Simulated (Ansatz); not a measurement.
## CdS under changes of volume

One of the cells (20.871 Å³/atom); the others are scaled copies at fixed shape and fractional positions:

```xyz
2
Lattice="0.0000 2.7532 2.7532 2.7532 0.0000 2.7532 2.7532 2.7532 0.0000" Properties=species:S:1:pos:R:3 pbc="T T T"
Cd    0.0000    0.0000    0.0000
S     2.7532    2.7532    2.7532
```

Measurements of this composition are mostly on another form, of space group No. 186.

| Property | Result |
| --- | --- |
| Program | Ansatz 0.2.0 |
| Functional | r2SCAN |
| Potentials or basis | Ansatz PAW |
| Cutoff | 500 eV (not typed: the program's choice for these potentials) |
| k mesh | 8 × 8 × 8 |
| Occupations | fermi-dirac, width 0.05 eV |
| Spin | no spin polarisation |

```csv
volume (Å³/atom),energy over the lowest point (meV/atom),pressure (GPa)
19.618,?,?
20.036,0.34,1.0
20.453,0.00,-0.7
20.871,3.88,-2.2
21.288,11.50,-3.6
21.705,22.46,-4.8
22.123,36.40,-5.9
```

Q: What does the run at 19.618 Å³/atom give?

A: Energy over the lowest point 5.40 meV/atom; pressure 2.9 GPa.

Worked out: A Birch-Murnaghan fit of order 3 (a polynomial in V^(-2/3)) to the other rows has its minimum at 20.27 Å³/atom with B0 = V·E''(V) = 83 GPa and B' = 4.7. It gives 5.44 meV/atom at 19.618 Å³/atom, against the run's 5.40, and -dE/dV = 2.9 GPa, against 2.9.

Energies are extrapolated to zero smearing.

Caveats: the PAW data sets come from PBE, with cores solved anew for the run's functional, which leaves a small shift of forces and pressure.
